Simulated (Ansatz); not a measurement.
# InPd (Pm-3m) in Ansatz: further runs

The runs below take InPd through band structure, with LDA, PBE, PBEsol, RPBE, revPBE, BLYP.

Everything below comes from runs of Ansatz 0.2.0. Logs are shortened: lines on timing, memory, paths and dates and some standing lists are left out, and cuts for length are marked.

**1. Starting point**

The structure is cubic, space group Pm-3m (No. 221). The conventional cell has a = 3.272 Å, b = 3.272 Å, c = 3.272 Å, α = 90.00°, β = 90.00°, γ = 90.00°. In (site symmetry m-3m) has 8 Pd at 2.83 Å as nearest neighbours. Pd (site symmetry m-3m) has 8 In at 2.83 Å as nearest neighbours.

The cell comes from a database or a generator and needn't be the stable form of this composition.

**2. Band structure, LDA**

input.yaml reads:

```yaml
crystal:
  lattice:
    - [3.27188478, 0.0, 0.0]
    - [0.0, 3.27188478, 0.0]
    - [0.0, 0.0, 3.27188478]
  atoms:
    - { symbol: In, position: [0.0, 0.0, 0.0] }
    - { symbol: Pd, position: [0.5, 0.5, 0.5] }
kpoints:
  mp_grid: { grid: [8, 8, 8] }
  band_path:
    path:
      - [0.0, 0.0, 0.0]
      - [0.0, 0.5, 0.0]
      - [0.5, 0.5, 0.0]
      - [0.0, 0.0, 0.0]
      - [0.5, 0.5, 0.5]
      - [0.0, 0.5, 0.0]
    npoints: 10
scf:
  occupations: { method: fermi_dirac, width: 0.05 }
hamiltonian:
  xc: lda
  pseudopotentials: { kind: all_electron, lapw: { basis_error: 0.001 } }
output:
  forces: true
  stress: true
  eigenvalues: true
```

Potentials or basis: all-electron LAPW, scalar-relativistic.

The run is started by

```bash
$ ansatz run input.yaml --threads 1 --pin off --max-ram 3072MiB --backend cpu --events-out ev --progress --plain --runs-dir out
```

What it wrote:

```text
Warning: RAYON_NUM_THREADS=1 ignored (pool sized by the plan → 1); use --threads N
LAPW: plane waves up to 8.108 Å⁻¹, error target 1.0e-3 eV per atom; small_component_spin mean_spin; Pd in spheres of 1.414 Å, 28 of its electrons in bands, Dirac shells []; In in spheres of 1.419 Å, 21 of its electrons in bands, Dirac shells [] (how accurate: hamiltonian.pseudopotentials.lapw.basis_error, Limitations)
Engine: ansatz 0.2.0, x86_64-unknown-linux-gnu
Pseudopotentials: kind: all_electron
Pseudopotential: In, LAPW, valence charge 21, lapw/all_electron/scalar/gaussian/In, Koelling and Harmon's equation, gaussian nucleus
Pseudopotential: Pd, LAPW, valence charge 28, lapw/all_electron/scalar/gaussian/Pd, Koelling and Harmon's equation, gaussian nucleus
Functional definition: SPW92
  exchange = slater_x
  correlation = pw_c
Crystal: 2 atoms, lattice volume = 35.026 Å³
Basis set: ecut = 250.48135962866968 eV, 305 PW (Γ), exchange–correlation at level 2
Bands: 30, of which v1, the nominal top of the filled ones, is band 25 counted from 1 (24 counted from 0)
Symmetry: 48 space group operations
Space group: Pm-3m (ITA 221), of the structure as read, at distance tolerance 3.3e-5 Å
k-points: 35 of 512
Non-local potential: In, projectors of the file, none
Non-local potential: Pd, projectors of the file, none
Initial density: superposition of atomic densities (chi_scale 0.1, normalization cell, long waves kept (reshape's long-wave potential 0.00 eV rms))
Initial wavefunctions: plane waves of lowest kinetic energy (no species holds an atomic orbital)
Functional: x = slater, c = lda
iter 1 solved again at ethr=2.65e-3 eV; its pass at ethr=1.00e-1 eV (dr2=1.30e0 eV) is discarded
SCF iter   1: F=—  HF=-297086.674429 eV  |F-HF|=—  |Δ(HF+E_count)|=         —  Δρ=5.31e-2  dr2=1.30e0  ethr=2.65e-3  ⟨swp⟩=2.0  Hψ=6619  notcnv=0
preconditioner: auto → Kerker (q_TF=auto, 2.885 Å⁻¹)  [metal: Δε(μ)=0.061 eV  Ē_g=15.002 eV  σ=0.050 eV  W_gap=0.29  n_scr=18 (ndim 8)  ℏωp=30.1 eV  f_vac=0.000  D(μ)=1.75/eV (n_scr^D=18)]
SCF iter   2: F=—  HF=-297086.372554 eV  |F-HF|=—  |Δ(HF+E_count)|=   3.02e-1  Δρ=2.86e-2  dr2=4.92e-1  ethr=2.65e-3  ⟨swp⟩=2.9  Hψ=3059  notcnv=0
preconditioner: auto → Resta (q_TF=auto, 2.885 Å⁻¹)  ε∞=4.7  [insulator: Δε(μ)=0.280 eV  Ē_g=15.626 eV  σ=0.050 eV  W_gap=0.88  n_scr=18 (ndim 8)  ℏωp=30.1 eV  f_vac=0.000  D(μ)=0.35/eV (n_scr^D=0)  ε∞_Penn≈4.7]
iter 3 solved again at ethr=4.73e-5 eV; its pass at ethr=1.00e-3 eV (dr2=2.32e-2 eV) is discarded
SCF iter   3: F=—  HF=-297085.073682 eV  |F-HF|=—  |Δ(HF+E_count)|=    1.30e0  Δρ=8.67e-3  dr2=2.32e-2  ethr=4.73e-5  ⟨swp⟩=2.0  Hψ=5144  notcnv=0
SCF iter   4: F=—  HF=-297085.057128 eV  |F-HF|=—  |Δ(HF+E_count)|=         —  Δρ=4.25e-3  dr2=6.66e-3  ethr=4.73e-5  ⟨swp⟩=2.0  Hψ=2982  notcnv=0
the basis was enlarged: its passes take 53.4 KiB over the memory plan, 1 of 1 planned eigensolver slots
SCF iter   5: F=—  HF=-297085.055818 eV  |F-HF|=—  |Δ(HF+E_count)|=   1.31e-3  Δρ=1.70e-3  dr2=1.24e-3  ethr=1.36e-5  ⟨swp⟩=2.0  Hψ=2960  notcnv=0
SCF iter   6: F=—  HF=-297085.055897 eV  |F-HF|=—  |Δ(HF+E_count)|=   7.92e-5  Δρ=2.34e-4  dr2=1.60e-5  ethr=2.53e-6  ⟨swp⟩=2.0  Hψ=2961  notcnv=0
SCF iter   7: F=—  HF=-297085.055879 eV  |F-HF|=—  |Δ(HF+E_count)|=   1.80e-5  Δρ=5.59e-5  dr2=7.39e-7  ethr=3.26e-8  ⟨swp⟩=2.0  Hψ=2961  notcnv=0
SCF iter   8: F=—  HF=-297085.055877 eV  |F-HF|=—  |Δ(HF+E_count)|=   2.15e-6  Δρ=2.66e-5  dr2=2.14e-7  ethr=1.51e-9  ⟨swp⟩=2.0  Hψ=2961  notcnv=0
SCF iter   9: F=-297085.055877 eV  HF=-297085.055877 eV  |F-HF|=1.05e-8  |Δ(HF+E_count)|=   2.05e-7  Δρ=5.40e-6  dr2=6.09e-9  ethr=4.37e-10  ⟨swp⟩=2.0  Hψ=2961  notcnv=0
SCF 1 converged in 9 iterations: F = -297085.055877 eV  dr2 = 6.09e-9
NSCF: frozen V_eff on 51 k-points
SCF converged after 9 iterations
Free energy (F): -297085.055877 eV
Harris-Foulkes:  -297085.055877 eV  (|F-HF|=1.05e-8)
Internal energy: -297085.045627 eV  (E = F + TS)
E sigma→0 (E₀):  -297085.050752 eV
Entropy (-TS):   -0.010249 eV (-5.125 meV/atom)
Fermi energy:    19.449460 eV
--- Per-component energies (eV) ---
  E_band       = -3625.604167
  E_kinetic    = 310913.451320
  E_xc         = -8005.336838
  E_electrostatic = -599993.160110  (all electrons and nuclei)
  E_smearing   = -0.010249  (= −TS)
  E_closure    = 0.000000  (closes the sum)
  E_atoms      = -297075.733373  (free atoms, spherical and without spin; not in F)
  Σ components = -297085.055877   (vs F -297085.055877, Δ=0.00e0)
  Basis errors (estimates in eV, not in F): energy 2.6e-4 per atom: plane waves 2.4e-4 (1.2e-4 summed), levels above the bands 1.5e-51, relativity 3.7e-9, radial functions 2.5e-5, core shells 8.9e-8; eigenvalues (radial functions only) 2.8e-6; not estimated: angular momenta, meshes, grids; target (lapw.basis_error) 1.0e-3; muffin-tin radii Pd 1.414 Å, In 1.419 Å
--- Forces (eV/Å), atoms counted from 1 ---
  atom   1  In    -0.00000000    -0.00000000     0.00000000
  atom   2  Pd    -0.00000000     0.00000000     0.00000000
  max |Σ_I F_I| component: 4.86e-30 eV/Å
--- Stress (GPa, compression-positive) ---
       -7.039752       0.000000       0.000000
        0.000000      -7.039752       0.000000
        0.000000       0.000000      -7.039752
  P = ⅓ Tr σ = -7.0398 GPa (-70.398 kbar)
--- Band table (eV; the first three rows and the last of 35) ---
  k-point 0: bands = ["-305.3689", "-305.3689", "-305.3689", "-305.3518", "-305.3518", "-95.6050", "-64.7835", "-54.1993", "-54.1993", "-54.1993", "-30.5967", "-30.5967", "-30.5967", "4.6835", "4.6835", "5.0959", "5.0959", "5.0959", "9.4181", "15.7488", "15.7488", "17.2834", "17.2834", "17.2834", "23.6810", "23.6810", "23.6810", "28.7471", "30.2525", "30.2525"]
  k-point 1: bands = ["-305.3689", "-305.3689", "-305.3689", "-305.3518", "-305.3518", "-95.6050", "-64.7832", "-54.2001", "-54.1993", "-54.1993", "-30.6015", "-30.5964", "-30.5964", "4.6921", "4.7359", "5.0800", "5.0800", "5.1008", "9.6666", "15.7503", "15.7835", "17.1027", "17.1027", "17.2720", "22.1897", "24.1720", "24.1720", "29.2672", "30.1604", "31.6383"]
  k-point 2: bands = ["-305.3689", "-305.3689", "-305.3689", "-305.3518", "-305.3518", "-95.6049", "-64.7827", "-54.2020", "-54.1991", "-54.1991", "-30.6130", "-30.5956", "-30.5956", "4.7131", "4.8617", "5.0420", "5.0420", "5.1126", "10.4062", "15.6912", "15.7540", "16.7252", "16.7252", "17.2446", "19.9630", "25.4753", "25.4753", "29.4603", "29.9195", "34.2072"]
  k-point 34: bands = ["-305.3689", "-305.3689", "-305.3689", "-305.3518", "-305.3518", "-95.6044", "-64.7789", "-54.2039", "-54.2039", "-54.2039", "-30.6233", "-30.6233", "-30.6233", "4.8206", "4.8206", "4.8206", "5.3151", "5.3151", "14.6727", "14.6727", "14.6727", "17.9105", "17.9105", "19.2525", "23.3589", "23.3589", "23.3589", "23.9457", "23.9457", "23.9457"]
```

It took 16 s on 1 thread of Intel Xeon Platinum 8259CL at 2.50GHz (Skylake/Cascade Lake), shared host; peak memory 0.38 GiB.

What came out:

```yaml
Free_energy: -297085.0559 eV
Pressure: -7.0 GPa
Band_gap_along_the_path: none (metal or under the smearing width)
```

Levels at the corners of the path, in eV from the Fermi level:
```tsv
point	band 21	band 22	band 23	band 24	band 25	band 26	band 27	band 28
Γ	-3.70	-2.17	-2.17	-2.17	4.23	4.23	4.23	9.30
X	-3.69	-3.16	-3.16	-2.24	-1.02	9.55	9.55	10.09
M	-2.57	-2.57	-2.24	-2.24	-1.58	1.48	2.51	9.39
Γ	-3.70	-2.17	-2.17	-2.17	4.23	4.23	4.23	9.30
R	-4.78	-1.54	-1.54	-0.20	3.91	3.91	3.91	4.50
X	-3.69	-3.16	-3.16	-2.24	-1.02	9.55	9.55	10.09
```

Caveat: spin-orbit coupling is left out, which moves the levels of the heavy elements.

**3. Band structure, PBE**

input.yaml, as its differences from that of step 2:

```diff
@@ -22,3 +22,3 @@
 hamiltonian:
-  xc: lda
+  xc: pbe
   pseudopotentials: { kind: all_electron, lapw: { basis_error: 0.001 } }
```

Potentials or basis: all-electron LAPW, scalar-relativistic.

The run is started by

```bash
$ ansatz run input.yaml --threads 1 --pin off --max-ram 3072MiB --backend cpu --events-out ev --progress --plain --runs-dir out
```

What it wrote:

```text
Warning: RAYON_NUM_THREADS=1 ignored (pool sized by the plan → 1); use --threads N
LAPW: plane waves up to 8.108 Å⁻¹, error target 1.0e-3 eV per atom; small_component_spin mean_spin; Pd in spheres of 1.415 Å, 28 of its electrons in bands, Dirac shells []; In in spheres of 1.419 Å, 21 of its electrons in bands, Dirac shells [] (how accurate: hamiltonian.pseudopotentials.lapw.basis_error, Limitations)
[... 4 set-up lines as earlier in the session ...]
Functional definition: PBE
  parameter kappa = 0.804
  parameter beta = 0.06672455060314922
  exchange = pbe_x(kappa = kappa, mu = beta*pi^2/3)
  correlation = pbe_c(beta = beta)
Crystal: 2 atoms, lattice volume = 35.026 Å³
Basis set: ecut = 250.43713282680196 eV, 305 PW (Γ), exchange–correlation at level 2
Bands: 30, of which v1, the nominal top of the filled ones, is band 25 counted from 1 (24 counted from 0)
[... 2 set-up lines as earlier in the session ...]
k-points: 35 of 512
[... 4 set-up lines as earlier in the session ...]
Functional: x = pbe(κ = 0.804, μ = 0.2195149727645171), c = pbe(β = 0.06672455060314922)
iter 1 solved again at ethr=2.48e-3 eV; its pass at ethr=1.00e-1 eV (dr2=1.21e0 eV) is discarded
SCF iter   1: F=—  HF=-297355.053382 eV  |F-HF|=—  |Δ(HF+E_count)|=         —  Δρ=5.16e-2  dr2=1.22e0  ethr=2.48e-3  ⟨swp⟩=2.0  Hψ=6627  notcnv=0
preconditioner: auto → Kerker (q_TF=auto, 2.885 Å⁻¹)  [metal: Δε(μ)=0.045 eV  Ē_g=15.118 eV  σ=0.050 eV  W_gap=0.22  n_scr=18 (ndim 8)  ℏωp=30.1 eV  f_vac=0.000  D(μ)=1.69/eV (n_scr^D=18)]
SCF iter   2: F=—  HF=-297354.727739 eV  |F-HF|=—  |Δ(HF+E_count)|=   3.26e-1  Δρ=2.62e-2  dr2=4.17e-1  ethr=2.48e-3  ⟨swp⟩=2.9  Hψ=3060  notcnv=0
preconditioner: auto → Resta (q_TF=auto, 2.885 Å⁻¹)  ε∞=4.7  [insulator: Δε(μ)=0.250 eV  Ē_g=15.693 eV  σ=0.050 eV  W_gap=0.84  n_scr=18 (ndim 8)  ℏωp=30.1 eV  f_vac=0.000  D(μ)=0.44/eV (n_scr^D=0)  ε∞_Penn≈4.7]
iter 3 solved again at ethr=5.29e-5 eV; its pass at ethr=8.50e-4 eV (dr2=2.59e-2 eV) is discarded
SCF iter   3: F=—  HF=-297353.626863 eV  |F-HF|=—  |Δ(HF+E_count)|=    1.10e0  Δρ=9.27e-3  dr2=2.59e-2  ethr=5.29e-5  ⟨swp⟩=2.0  Hψ=5141  notcnv=0
SCF iter   4: F=—  HF=-297353.617820 eV  |F-HF|=—  |Δ(HF+E_count)|=   9.04e-3  Δρ=4.30e-3  dr2=6.85e-3  ethr=5.29e-5  ⟨swp⟩=2.0  Hψ=2984  notcnv=0
SCF iter   5: F=—  HF=-297353.617177 eV  |F-HF|=—  |Δ(HF+E_count)|=   6.44e-4  Δρ=1.72e-3  dr2=1.27e-3  ethr=1.40e-5  ⟨swp⟩=2.0  Hψ=2958  notcnv=0
SCF iter   6: F=—  HF=-297353.617369 eV  |F-HF|=—  |Δ(HF+E_count)|=   1.92e-4  Δρ=2.75e-4  dr2=2.75e-5  ethr=2.59e-6  ⟨swp⟩=2.0  Hψ=2960  notcnv=0
SCF iter   7: F=—  HF=-297353.617349 eV  |F-HF|=—  |Δ(HF+E_count)|=   2.05e-5  Δρ=8.26e-5  dr2=1.33e-6  ethr=5.62e-8  ⟨swp⟩=2.0  Hψ=2960  notcnv=0
SCF iter   8: F=—  HF=-297353.617337 eV  |F-HF|=—  |Δ(HF+E_count)|=   1.20e-5  Δρ=3.89e-5  dr2=3.83e-7  ethr=2.72e-9  ⟨swp⟩=3.0  Hψ=3044  notcnv=0
SCF iter   9: F=-297353.617337 eV  HF=-297353.617337 eV  |F-HF|=2.40e-8  |Δ(HF+E_count)|=   1.27e-7  Δρ=5.90e-6  dr2=7.86e-9  ethr=7.81e-10  ⟨swp⟩=2.0  Hψ=2962  notcnv=0
SCF 1 converged in 9 iterations: F = -297353.617337 eV  dr2 = 7.86e-9
NSCF: frozen V_eff on 51 k-points
SCF converged after 9 iterations
Free energy (F): -297353.617337 eV
Harris-Foulkes:  -297353.617337 eV  (|F-HF|=2.40e-8)
Internal energy: -297353.607184 eV  (E = F + TS)
E sigma→0 (E₀):  -297353.612260 eV
Entropy (-TS):   -0.010152 eV (-5.076 meV/atom)
Fermi energy:    19.839619 eV
--- Per-component energies (eV) ---
  E_band       = -3610.019978
  E_kinetic    = 311285.370398
  E_xc         = -8278.306094
  E_electrostatic = -600360.671488  (all electrons and nuclei)
  E_smearing   = -0.010152  (= −TS)
  E_closure    = 0.000000  (closes the sum)
  E_atoms      = -297346.388246  (free atoms, spherical and without spin; not in F)
  Σ components = -297353.617337   (vs F -297353.617337, Δ=0.00e0)
  Basis errors (estimates in eV, not in F): energy 2.7e-4 per atom: plane waves 2.4e-4 (1.2e-4 summed), levels above the bands 5.1e-53, relativity 6.1e-8, radial functions 2.8e-5, core shells 9.0e-8; eigenvalues (radial functions only) 2.7e-6; not estimated: angular momenta, meshes, grids; target (lapw.basis_error) 1.0e-3; muffin-tin radii Pd 1.415 Å, In 1.419 Å
--- Forces (eV/Å), atoms counted from 1 ---
  atom   1  In    -0.00000000     0.00000000    -0.00000000
  atom   2  Pd    -0.00000000     0.00000000     0.00000000
  max |Σ_I F_I| component: 1.05e-29 eV/Å
--- Stress (GPa, compression-positive) ---
        3.607027       0.000000       0.000000
        0.000000       3.607027       0.000000
        0.000000       0.000000       3.607027
  P = ⅓ Tr σ = 3.6070 GPa (36.070 kbar)
--- Band table (eV; the first three rows and the last of 35) ---
  k-point 0: bands = ["-304.7982", "-304.7982", "-304.7982", "-304.7841", "-304.7841", "-95.6455", "-64.5951", "-54.1281", "-54.1281", "-54.1281", "-30.3425", "-30.3425", "-30.3425", "4.9482", "4.9482", "5.3566", "5.3566", "5.3566", "9.8639", "16.1085", "16.1085", "17.6521", "17.6521", "17.6521", "24.1489", "24.1489", "24.1489", "29.3652", "30.4926", "30.4926"]
  k-point 1: bands = ["-304.7982", "-304.7982", "-304.7982", "-304.7841", "-304.7841", "-95.6454", "-64.5949", "-54.1289", "-54.1281", "-54.1281", "-30.3472", "-30.3421", "-30.3421", "4.9566", "4.9998", "5.3410", "5.3410", "5.3612", "10.1122", "16.1110", "16.1441", "17.4748", "17.4748", "17.6413", "22.6487", "24.6367", "24.6367", "29.7887", "30.4030", "31.9869"]
  k-point 2: bands = ["-304.7982", "-304.7982", "-304.7982", "-304.7841", "-304.7841", "-95.6454", "-64.5943", "-54.1307", "-54.1280", "-54.1280", "-30.3585", "-30.3414", "-30.3414", "4.9770", "5.1238", "5.3036", "5.3036", "5.3726", "10.8512", "16.0617", "16.1174", "17.1029", "17.1029", "17.6152", "20.4003", "25.9351", "25.9351", "29.9303", "30.1679", "34.5087"]
  k-point 34: bands = ["-304.7982", "-304.7982", "-304.7982", "-304.7841", "-304.7841", "-95.6448", "-64.5906", "-54.1326", "-54.1326", "-54.1326", "-30.3687", "-30.3687", "-30.3687", "5.0866", "5.0866", "5.0866", "5.5684", "5.5684", "15.0585", "15.0585", "15.0585", "18.2667", "18.2667", "19.8508", "23.7187", "23.7187", "23.7187", "24.3194", "24.3194", "24.3194"]
```

Run time: 21 s. Hardware: 1 thread of Intel Xeon Platinum 8259CL at 2.50GHz (Skylake/Cascade Lake), shared host; peak memory 0.38 GiB.

Results:

```
Free energy             : -297353.6173 eV
Pressure                : 3.6 GPa
Band gap along the path : none (metal or under the smearing width)
```

Levels at the corners of the path, in eV from the Fermi level:
```
point  band 22  band 23  band 24  band 25  band 26  band 27
    Γ    -2.19    -2.19    -2.19     4.31     4.31     4.31
    X    -3.17    -3.17    -2.26    -1.03     9.64     9.64
    M    -2.60    -2.23    -2.23    -1.61     1.54     2.56
    Γ    -2.19    -2.19    -2.19     4.31     4.31     4.31
    R    -1.57    -1.57     0.01     3.88     3.88     3.88
    X    -3.17    -3.17    -2.26    -1.03     9.64     9.64
```

Caveat: spin-orbit coupling is left out, which moves the levels of the heavy elements.

**4. Band structure, PBEsol**

input.yaml, as its differences from that of step 3:

```diff
@@ -22,3 +22,3 @@
 hamiltonian:
-  xc: pbe
+  xc: pbesol
   pseudopotentials: { kind: all_electron, lapw: { basis_error: 0.001 } }
```

The run is started by

```bash
$ ansatz run input.yaml --threads 1 --pin off --max-ram 3072MiB --backend cpu --events-out ev --progress --plain --runs-dir out
```

Wall time 16 s (1 thread of Intel Xeon Platinum 8259CL at 2.50GHz (Skylake/Cascade Lake), shared host); peak memory 0.38 GiB.

The run converged. Its results:

```
Free energy             : -297215.1108 eV
Pressure                : -3.0 GPa
Band gap along the path : none (metal or under the smearing width)
```

Levels at the corners of the path, in eV from the Fermi level:
| point | band 22 | band 23 | band 24 | band 25 | band 26 | band 27 |
| --- | --- | --- | --- | --- | --- | --- |
| Γ | -2.17 | -2.17 | -2.17 | 4.27 | 4.27 | 4.27 |
| X | -3.16 | -3.16 | -2.24 | -1.01 | 9.62 | 9.62 |
| M | -2.58 | -2.26 | -2.26 | -1.58 | 1.55 | 2.54 |
| Γ | -2.17 | -2.17 | -2.17 | 4.27 | 4.27 | 4.27 |
| R | -1.54 | -1.54 | -0.03 | 3.86 | 3.86 | 3.86 |
| X | -3.16 | -3.16 | -2.24 | -1.01 | 9.62 | 9.62 |

Caveat: spin-orbit coupling is left out, which moves the levels of the heavy elements.

(Continued in part 2 of 2.)
